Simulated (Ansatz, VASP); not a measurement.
One calculation of Al2Pt, two programs

```
Pt Al
1.0
     0.00000    2.99389    2.99389
     2.99389    0.00000    2.99389
     2.99389    2.99389    0.00000
Pt Al
1 2
Cartesian
  0.0000 0.0000 0.0000
  4.4908 4.4908 4.4908
  1.4969 1.4969 1.4969
```

Change from the starting cell: volume scaled by 1.04.

Alike in both runs: task single point; functional PBEsol; k mesh 8 × 8 × 8; occupations fermi-dirac, width 0.05 eV; no spin polarisation.

|  | VASP | Ansatz |
| --- | --- | --- |
| version | VASP 6.6.1 | Ansatz 0.2.0 |
| potentials or method | VASP PAW PBE potentials, release 64 (Pt, Al) | Ansatz PAW |
| plane-wave cutoff (eV) | 520 | 420 |
| valence electrons in the cell | 16 | 24 |

```csv
,VASP,Ansatz,Ansatz less VASP
gap on the k mesh at the Fermi level (eV),none,none,-
pressure (GPa),-5.8,-5.8,+0.07
```

A gap of «none» marks a metal or a gap that the smearing closes. The two sets of potentials don't hold the same shells in valence.

Caveats: the PAW data sets were made with another functional, which shifts forces and pressure a little (VASP); the PAW data sets come from PBE, with cores solved anew for the run's functional, which leaves a small shift of forces and pressure (Ansatz). The runs have no spin-orbit coupling, so splittings on Pt are missing.
